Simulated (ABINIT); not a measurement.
# Si (I4_1/amd) in ABINIT: further runs

The runs below take Si through single point, relaxation of cell and atoms, with LDA.

Program: ABINIT 10.8.3 (patched build). These are calculated values, not measurements. Logs are shortened: lines on timing, memory, paths and dates and some standing lists are left out, and cuts for length are marked. The log counts tension as positive stress, the text compression.

**1. The crystal as given**

It takes space group I4_1/amd (No. 141, tetragonal). The conventional cell has a = 4.743 Å, b = 4.743 Å, c = 2.659 Å, α = 90.00°, β = 90.00°, γ = 90.00°. Si (site symmetry -4m2) is surrounded by 6 Si at 2.46 to 2.66 Å.

This isn't the form of Si at room conditions, which is diamond.

**2. Single point, LDA**

File run.abi:

```
pp_dirpath "./"
pseudos "Si.upf"

acell 3*1.0
rprim
    -4.4812441950     4.4812441950     2.5119475339
     4.4812441950    -4.4812441950     2.5119475339
     4.4812441950     4.4812441950    -2.5119475339
ntypat 1
znucl 14
natom 2
typat 1 1
xred
     0.5000000000     0.5000000000     0.0000000000
     0.2500000000     0.7500000000     0.5000000000

ecut 14.0

kptopt 1
ngkpt 8 8 8
nshiftk 1
shiftk 0.0 0.0 0.0

ixc 7

nband 8
occopt 3
tsmear 0.00183747

nstep 100
tolvrs 1.0e-10

iomode 3
prtwf 0
prteig 0
prtebands 0
enunit 2
prtden 1
prtvha 1
prtvclmb 1
prtpot 1
prtelf 1
```

Potentials or basis: PseudoDojo NC SR LDA v0.4.1 standard.

Started as:

```sh
$ abinit run.abi > log 2>&1
```

run.abo:

```text
.Version 10.8.3 of ABINIT
 Symmetries : space group I4_1/a m d (#141); Bravais tI (body-center tetrag.)
================================================================================
 Values of the parameters that define the memory need of the present run
     intxc =       0    ionmov =       0      iscf =       7    lmnmax =       6
     lnmax =       6     mgfft =      24  mpssoang =       3    mqgrid =    3001
     natom =       2  nloc_mem =       1    nspden =       1   nspinor =       1
    nsppol =       1      nsym =      16    n1xccc =    2501    ntypat =       1
    occopt =       3   xclevel =       1
       mpw =         516          nfft =       13824          nkpt =          59
================================================================================
================================================================================

--------------------------------------------------------------------------------
------------- Echo of variables that govern the present computation ------------
--------------------------------------------------------------------------------
 -outvars: echo values of preprocessed input variables --------
            acell      1.0000000000E+00  1.0000000000E+00  1.0000000000E+00 Bohr
              amu      2.80855000E+01
             ecut      1.40000000E+01 Hartree
           enunit           2
                       outvar_i_n : Printing only first  50 k-points.
              ixc           7
                       outvar_i_n : Printing only first  50 k-points.
         kptrlatt        8    0    0      0    8    0      0    0    8
          kptrlen      4.01911605E+01
            natom           2
            nband           8
            ngfft          24      24      24
             nkpt          59
            nstep         100
             nsym          16
           ntypat           1
                       prtocc : prtvol=0, do not print more k-points.
           occopt           3
        prtebands           0
           prteig           0
           prtelf           1
           prtpot           1
         prtvclmb           1
           prtvha           1
            prtwf           0
            rprim     -4.4812441950E+00  4.4812441950E+00  2.5119475339E+00
                       4.4812441950E+00 -4.4812441950E+00  2.5119475339E+00
                       4.4812441950E+00  4.4812441950E+00 -2.5119475339E+00
          spgroup         141
           tolvrs      1.00000000E-10
           tsmear      1.83747000E-03 Hartree
            typat      1  1
                       outvars : Printing only first  50 k-points.
           xangst     -5.3067824853E-17  1.5366074069E-16  1.3292653890E+00
                       2.3713723029E+00  0.0000000000E+00  6.6463269451E-01
            xcart     -1.0028365507E-16  2.9037671621E-16  2.5119475339E+00
                       4.4812441950E+00  0.0000000000E+00  1.2559737669E+00
             xred      5.0000000000E-01  5.0000000000E-01  2.1209852985E-17
                       2.5000000000E-01  7.5000000000E-01  5.0000000000E-01
            znucl       14.00000

================================================================================

 chkinp: Checking input parameters for consistency.

================================================================================
== DATASET  1 ==================================================================

--- !DatasetInfo
iteration_state: {dtset: 1, }
dimensions: {natom: 2, nkpt: 59, mband: 8, nsppol: 1, nspinor: 1, nspden: 1, mpw: 516, }
cutoff_energies: {ecut:  14.0, pawecutdg:  -1.0, }
electrons: {nelect:   8.00000000E+00, charge:   0.00000000E+00, occopt:   3.00000000E+00, tsmear:   1.83747000E-03, }
meta: {optdriver: 0, ionmov: 0, optcell: 0, iscf: 7, paral_kgb: 0, }
...

 Exchange-correlation functional for the present dataset will be:
  LDA: Perdew-Wang 92 LSD fit to Ceperley-Alder data - ixc=7
  J.P.Perdew and Y.Wang, PRB 45, 13244 (1992)

 Real(R)+Recip(G) space primitive vectors, cartesian coordinates (Bohr,Bohr^-1):
 R(1)= -4.4812442  4.4812442  2.5119475  G(1)=  0.0000000  0.1115762  0.1990487
 R(2)=  4.4812442 -4.4812442  2.5119475  G(2)=  0.1115762  0.0000000  0.1990487
 R(3)=  4.4812442  4.4812442 -2.5119475  G(3)=  0.1115762  0.1115762  0.0000000
 Unit cell volume ucvol=  2.0177520E+02 bohr^3
 Angles (23,13,12)=  9.78034512E+01  9.78034512E+01  1.36756567E+02 degrees

 getcut: wavevector=  0.0000  0.0000  0.0000  ngfft=  24  24  24
         ecut(hartree)=     14.000   => boxcut(ratio)=   2.09330

--- Pseudopotential description ------------------------------------------------
- pspini: atom type   1  psp file is ./Si.upf
12 -1012 2 -1 1510                            pspcod,pspxc,lmax,lloc,mmax
     nproj     2     2     2

   1.06720633E+02                                ecore*ucvol(ha*bohr**3)
--------------------------------------------------------------------------------

================================================================================

--- !BeginCycle
iteration_state: {dtset: 1, }
solver: {iscf: 7, nstep: 100, nline: 4, wfoptalg: 0, }
tolerances: {tolvrs: 1.00E-10, }
...

     iter   Etot(hartree)      deltaE(h)  residm     vres2
 ETOT  1  -8.5071330343173    -8.507E+00 2.076E-02 3.846E-01
 ETOT  2  -8.5094146118242    -2.282E-03 4.177E-03 7.440E-03
 ETOT  3  -8.5094165042035    -1.892E-06 2.526E-03 5.080E-05
 ETOT  4  -8.5094165228141    -1.861E-08 9.693E-04 3.029E-07
 ETOT  5  -8.5094165228968    -8.266E-11 9.923E-04 1.142E-09
 ETOT  6  -8.5094165228970    -2.700E-13 2.365E-04 1.421E-12

 At SCF step    6       vres2   =  1.42E-12 < tolvrs=  1.00E-10 =>converged.

 Compute ELF
--------------------------------------------------------------------------------

 Compute kinetic energy density

 Compute gradient of the electron density
 Electron Localization Function (ELF) [min:0;max:1]
)     Maximum=    8.7246E-01  at reduced coord.    0.4167    0.6250    0.7917
)     Minimum=    1.0516E-06  at reduced coord.    0.5000    0.5000    0.0000
   Integrated=    9.7849E+01

--------------------------------------------------------------------------------
 End of ELF section

 Cartesian components of stress tensor (hartree/bohr^3)
  sigma(1 1)=  4.95747449E-05  sigma(3 2)=  0.00000000E+00
  sigma(2 2)=  4.95747449E-05  sigma(3 1)=  0.00000000E+00
  sigma(3 3)=  2.15384530E-06  sigma(2 1)=  0.00000000E+00

--- !ResultsGS
iteration_state: {dtset: 1, }
comment   : Summary of ground state results
lattice_vectors:
- [ -4.4812442,   4.4812442,   2.5119475, ]
- [  4.4812442,  -4.4812442,   2.5119475, ]
- [  4.4812442,   4.4812442,  -2.5119475, ]
lattice_lengths: [   6.81711,    6.81711,    6.81711, ]
lattice_angles: [ 97.803,  97.803, 136.757, ] # degrees, (23, 13, 12)
lattice_volume:   2.0177520E+02
convergence: {deltae: -2.700E-13, res2:  1.421E-12, residm:  2.365E-04, diffor: null, }
etotal    :  -8.50941652E+00
entropy   :   0.00000000E+00
fermie    :   2.92845392E-01
cartesian_stress_tensor: # hartree/bohr^3
- [  4.95747449E-05,   0.00000000E+00,   0.00000000E+00, ]
- [  0.00000000E+00,   4.95747449E-05,   0.00000000E+00, ]
- [  0.00000000E+00,   0.00000000E+00,   2.15384530E-06, ]
pressure_GPa:  -9.9348E-01
xred      :
- [  5.0000E-01,   5.0000E-01,   2.1210E-17, Si]
- [  2.5000E-01,   7.5000E-01,   5.0000E-01, Si]
cartesian_forces: # hartree/bohr
- [ -0.00000000E+00,  -0.00000000E+00,  -0.00000000E+00, ]
- [ -0.00000000E+00,  -0.00000000E+00,  -0.00000000E+00, ]
force_length_stats: {min:   0.00000000E+00, max:   0.00000000E+00, mean:   0.00000000E+00, }
...

 Integrated electronic density in atomic spheres:
 ------------------------------------------------
 Atom  Sphere_radius  Integrated_density
    1        2.00000          1.74942510
    2        2.00000          1.74942510
================================================================================

 ----iterations are completed or convergence reached----

 Mean square residual over all n,k,spin=   14.521E-07; max=  23.648E-05
 reduced coordinates (array xred) for    2 atoms
       0.500000000000      0.500000000000      0.000000000000
       0.250000000000      0.750000000000      0.500000000000
 rms dE/dt=  0.0000E+00; max dE/dt=  0.0000E+00; dE/dt below (all hartree)
    1       0.000000000000      0.000000000000      0.000000000000
    2       0.000000000000      0.000000000000      0.000000000000

 cartesian coordinates (angstrom) at end:
    1     -0.00000000000000     0.00000000000000     1.32926538902208
    2      2.37137230287659     0.00000000000000     0.66463269451104

 cartesian forces (hartree/bohr) at end:
    1     -0.00000000000000    -0.00000000000000    -0.00000000000000
    2     -0.00000000000000    -0.00000000000000    -0.00000000000000
 frms,max,avg= 0.0000000E+00 0.0000000E+00   0.000E+00  0.000E+00  0.000E+00 h/b

 cartesian forces (eV/Angstrom) at end:
    1     -0.00000000000000    -0.00000000000000    -0.00000000000000
    2     -0.00000000000000    -0.00000000000000    -0.00000000000000
 frms,max,avg= 0.0000000E+00 0.0000000E+00   0.000E+00  0.000E+00  0.000E+00 e/A
 length scales=  1.000000000000  1.000000000000  1.000000000000 bohr
              =  0.529177210544  0.529177210544  0.529177210544 angstroms
 Fermi (or HOMO) energy (hartree) =   0.29285   Average Vxc (hartree)=  -0.39902
 Eigenvalues (hartree) for nkpt=  59  k points:
 kpt#   1, nband=  8, wtk=  0.00195, kpt=  0.0000  0.0000  0.0000 (reduced coord)
  -0.21811    0.20220    0.20220    0.22533    0.35053    0.56736    0.62159    0.62306
      occupation numbers for kpt#   1
   2.00000    2.00000    2.00000    2.00000    0.00000    0.00000    0.00000    0.00000
 prteigrs : prtvol=0 or 1, do not print more k-points.

 Fermi (or HOMO) energy (eV) =   7.96873   Average Vxc (eV)= -10.85800
 Eigenvalues (   eV  ) for nkpt=  59  k points:
 kpt#   1, nband=  8, wtk=  0.00195, kpt=  0.0000  0.0000  0.0000 (reduced coord)
  -5.93508    5.50228    5.50228    6.13149    9.53852   15.43861   16.91443   16.95421
 prteigrs : prtvol=0 or 1, do not print more k-points.

--- !EnergyTerms
iteration_state     : {dtset: 1, }
comment             : Components of total free energy in Hartree
kinetic             :  3.15846498765093E+00
hartree             :  8.90299706526126E-02
xc                  : -3.15149631583706E+00
Ewald energy        : -9.82209177547456E+00
psp_core            :  5.28908586094931E-01
local_psp           : -6.05116280870733E-01
non_local_psp       :  1.29322579805593E+00
internal            : -8.50907502972794E+00
'-kT*entropy'       : -3.41493169106460E-04
total_energy        : -8.50941652289705E+00
total_energy_eV     : -2.31553019732484E+02
band_energy         :  7.18159846477947E-01
...

 Cartesian components of stress tensor (hartree/bohr^3)
  sigma(1 1)=  4.95747449E-05  sigma(3 2)=  0.00000000E+00
  sigma(2 2)=  4.95747449E-05  sigma(3 1)=  0.00000000E+00
  sigma(3 3)=  2.15384530E-06  sigma(2 1)=  0.00000000E+00

-Cartesian components of stress tensor (GPa)         [Pressure= -9.9348E-01 GPa]
- sigma(1 1)=  1.45853935E+00  sigma(3 2)=  0.00000000E+00
- sigma(2 2)=  1.45853935E+00  sigma(3 1)=  0.00000000E+00
- sigma(3 3)=  6.33683164E-02  sigma(2 1)=  0.00000000E+00

== END DATASET(S) ==============================================================
================================================================================

 -outvars: echo values of variables after computation  --------
            acell      1.0000000000E+00  1.0000000000E+00  1.0000000000E+00 Bohr
           etotal     -8.5094165229E+00
            fcart     -0.0000000000E+00 -0.0000000000E+00 -0.0000000000E+00
                      -0.0000000000E+00 -0.0000000000E+00 -0.0000000000E+00
            rprim     -4.4812441950E+00  4.4812441950E+00  2.5119475339E+00
                       4.4812441950E+00 -4.4812441950E+00  2.5119475339E+00
                       4.4812441950E+00  4.4812441950E+00 -2.5119475339E+00
           strten      4.9574744921E-05  4.9574744921E-05  2.1538452973E-06
                       0.0000000000E+00  0.0000000000E+00  0.0000000000E+00
           xangst     -5.3067824853E-17  1.5366074069E-16  1.3292653890E+00
                       2.3713723029E+00  0.0000000000E+00  6.6463269451E-01
             xred      5.0000000000E-01  5.0000000000E-01  2.1209852985E-17
                       2.5000000000E-01  7.5000000000E-01  5.0000000000E-01
 Calculation completed.
```

It took 5.8 s on 1 thread of Arm Neoverse V1, shared host; peak memory 0.06 GiB.

What came out:

- Free energy: -231.5530 eV
- Pressure: -1.0 GPa
- Band gap on the k mesh: none (metal or under the smearing width)
- Valence electrons inside the program's atomic spheres: Si 1.75 (radii [1.0584] Å)

Stress tensor (GPa, compression positive):
```
-1.46  0.00  0.00
 0.00 -1.46  0.00
 0.00  0.00 -0.06
```

**3. Single point, LDA**

File run.abi:

```
# Pseudopotentials
pp_dirpath "./"
pseudos "Si.upf"

# Structure
acell 6.8171093202 6.8171093202 6.8171093202
rprim
    -0.6573525500     0.6573525500     0.3684769329
     0.6573525500    -0.6573525500     0.3684769329
     0.6573525500     0.6573525500    -0.3684769329
ntypat 1
znucl 14
natom 2
typat 1 1
xcart
     0.0000000000     0.0000000000     1.3292653899
     2.3713723045     0.0000000000     0.6646326950 Angstrom

# Plane-wave basis
ecut 14.0

# k points
kptopt 1
ngkpt 8 8 8
nshiftk 1
shiftk 0.0 0.0 0.0

# Exchange and correlation
ixc 7

# Bands and occupations
nband 8
occopt 3
tsmear 0.00183747

# SCF cycle
nstep 100
tolvrs 1.0e-10

# Output
iomode 3
prtwf 0
prteig 0
prtebands 0
enunit 1
prtden 1
prtvha 1
prtvclmb 1
prtpot 1
prtelf 1
```

Potentials or basis: PseudoDojo NC SR LDA v0.4.1 standard.

Started as:

```sh
$ abinit run.abi > log 2>&1
```

Run time: 3.7 s. Hardware: 1 thread of Intel Xeon 6975P-C (Granite Rapids), shared host; peak memory 0.05 GiB.

Results (log left out):

```
Free energy                                           : -231.5530 eV
Pressure                                              : -1.0 GPa
Band gap on the k mesh                                : none (metal or under the smearing width)
Valence electrons inside the program's atomic spheres : Si 1.75 (radii [1.0584] Å)
```

Stress tensor (GPa, compression positive):
```
-1.46  0.00  0.00
 0.00 -1.46  0.00
 0.00  0.00 -0.06
```

Levels at points of the mesh, in eV from the Fermi level:
| k point | band 1 | band 2 | band 3 | band 4 | band 5 | band 6 | band 7 | band 8 |
| --- | --- | --- | --- | --- | --- | --- | --- | --- |
| (0.00, 0.00, 0.00) | -13.90 | -2.47 | -2.47 | -1.84 | 1.57 | 7.47 | 8.95 | 8.99 |
| (0.50, 0.00, 0.00) | -7.79 | -6.91 | -2.13 | -1.86 | -1.57 | 1.05 | 4.50 | 5.49 |
| (0.50, 0.50, 0.00) | -10.75 | -10.75 | 0.38 | 0.38 | 2.70 | 2.70 | 8.01 | 8.01 |
| (0.50, 0.50, 0.50) | -8.29 | -8.29 | -6.86 | -6.86 | 5.45 | 5.45 | 13.07 | 13.08 |

(Continued in part 2 of 2.)
